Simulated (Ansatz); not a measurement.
The system is InSe.

```
In Se
1.0
     2.00000    1.15470    8.44000
    -2.00000    1.15470    8.44000
     0.00000   -2.30940    8.44000
In Se
2 2
Direct
  0.88860 0.88860 0.88860
  0.00000 0.00000 0.00000
  0.17190 0.17190 0.17190
  0.38350 0.38350 0.38350
```

| Quantity | Value |
| --- | --- |
| Program | Ansatz 0.2.0 |
| Task | relaxation of cell and atoms |
| Functional | PBE |
| Potentials or basis | Ansatz PAW |
| Cutoff | 420 eV (not typed: the program's choice for these potentials) |
| k mesh | 8 × 8 × 8 |
| Occupations | fermi-dirac, width 0.05 eV |
| Spin | no spin polarisation |

At the start: volume 29.24 Å³/atom.

Task: How do energy, volume and symmetry change on relaxing?

Result: It ends after 8 steps and the volume is 33.45 Å³/atom (+14.4 %); space group R3m (No. 160, to 0.05 Å).

The path:
```csv
step,energy change (eV),largest force (eV/Å),volume (Å³)
1,0.0000,0.3649,116.95
2,-0.0442,0.5386,131.37
3,-0.0758,0.0366,128.95
4,-0.0783,0.0219,129.27
5,-0.0804,0.0207,130.64
6,-0.0811,0.0159,132.51
7,-0.0813,0.0044,133.80
8,-0.0838,0.0049,133.80
```

Final structure:
```
In Se
1.0
     2.04350    1.17982    9.24926
    -2.04350    1.17982    9.24926
     0.00000   -2.35963    9.24926
In Se
2 2
Cartesian
  0.0000 0.0000 24.7908
  0.0000 0.0000 -0.1322
  0.0000 0.0000 5.0189
  0.0000 0.0000 10.3903
```

Caveat: the plane-wave basis is chosen anew once the cell has moved, so the energies of steps on either side of that aren't comparable; the volume moved by +14 % from the deposited cell, more than functionals usually miss.
